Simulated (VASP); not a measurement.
Input of a VASP 6.6.1 run:

POSCAR

```
ZrB2
1.0
    3.1664731896      0.0000000000      0.0000000000
   -1.5832365948      2.7422462226      0.0000000000
    0.0000000000      0.0000000000      3.5529409645
Zr B
1 2
Direct
    0.0000000000      0.0000000000      0.0000000000
    0.3333333333      0.6666666667      0.5000000000
    0.6666666667      0.3333333333      0.5000000000
```

Contents of INCAR.step1:

```
PREC = Accurate
ENCUT = 520
EDIFF = 1E-5
ISMEAR = -1
SIGMA = 0.02
LREAL = False
LASPH = True
NELM = 100
ALGO = Normal
ISIF = 2
LWAVE = True
LCHARG = False
NBANDS = 16
GGA = PE
```

INCAR.step2

```
PREC = Accurate
ENCUT = 520
EDIFF = 1E-6
ISMEAR = -1
SIGMA = 0.02
LREAL = False
LASPH = True
NELM = 100
ALGO = Normal
ISIF = 2
LWAVE = False
LCHARG = False
GGA = PE
LHFCALC = True
HFSCREEN = 0.2079
PRECFOCK = Normal
NBANDS = 16
ISTART = 1
```

Contents of KPOINTS:

```
regular mesh
0
Gamma
  6 6 6
```

Potentials or basis: VASP PAW PBE potentials, release 64 (Zr_sv, B).

Command:

```bash
$ cat potpaw_PBE.64/Zr_sv/POTCAR potpaw_PBE.64/B/POTCAR > POTCAR
$ cp INCAR.step1 INCAR
$ mpirun -np 1 vasp_std > vasp.out
$ cp INCAR.step2 INCAR
$ mpirun -np 1 vasp_std > vasp.out
```

Estimate the band gap on the k mesh.

none (metal or under the smearing width).

What does it give for the pressure?

-2.7 GPa.

Stress tensor (GPa, compression positive):
```
-1.37  0.00  0.00
 0.00 -1.37  0.00
 0.00  0.00 -5.43
```

Caveat: the k mesh is coarse (spacing up to 0.38 Å⁻¹), so the values aren't converged, least of all with exact exchange; the PAW data sets were made with another functional, which shifts forces and pressure a little.
